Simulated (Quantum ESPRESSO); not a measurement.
SrO:

```xyz
2
Lattice="0.0000 2.5663 2.5663 2.5663 0.0000 2.5663 2.5663 2.5663 0.0000" Properties=species:S:1:pos:R:3 pbc="T T T"
Sr    2.5663    2.5663    2.5663
O     0.0000    0.0000    0.0000
```

```yaml
Program: Quantum ESPRESSO 7.5
Task: phonons
Functional: vdW-DF-cx
Potentials_or_basis: GBRV 1.5 PBE
Cutoff: 612 eV
Density_cutoff: 4898 eV
k_mesh: 4 × 4 × 4, shifted
Occupations: fermi-dirac, width 0.05 eV
Spin: no spin polarisation
Mixing_beta: 0.5
Most_SCF_iterations: 120
SCF_threshold: 4e-10 Ry
```

The cell and the atoms were relaxed first, to 16.93 Å³/atom (a = 3.631 Å, b = 3.631 Å, c = 3.631 Å, α = 60.00°, β = 60.00°, γ = 60.00°), and the response was taken there.

The first run showed a gap, so the response started from a second, tighter run with fixed occupations.

Problem. Where do the zone-centre optical modes lie?

Solution. T1u at 213 cm⁻¹ (IR). Polar modes are given without the macroscopic field (transverse values).

Optical modes at Γ, degenerate ones joined, polar ones without the macroscopic field:
```
cm⁻¹  components  symmetry  active in  IR intensity, summed ((D/Å)²/amu)
 213           3       T1u         IR                              30.66
```

Zone-centre frequencies without and with the macroscopic field along z (cm⁻¹):
|  | optical modes in rising order |
| --- | --- |
| without | 213 213 213 |
| with the field | 213 213 464 |

Caveat: the potentials were made for another functional, which shifts forces and pressure.
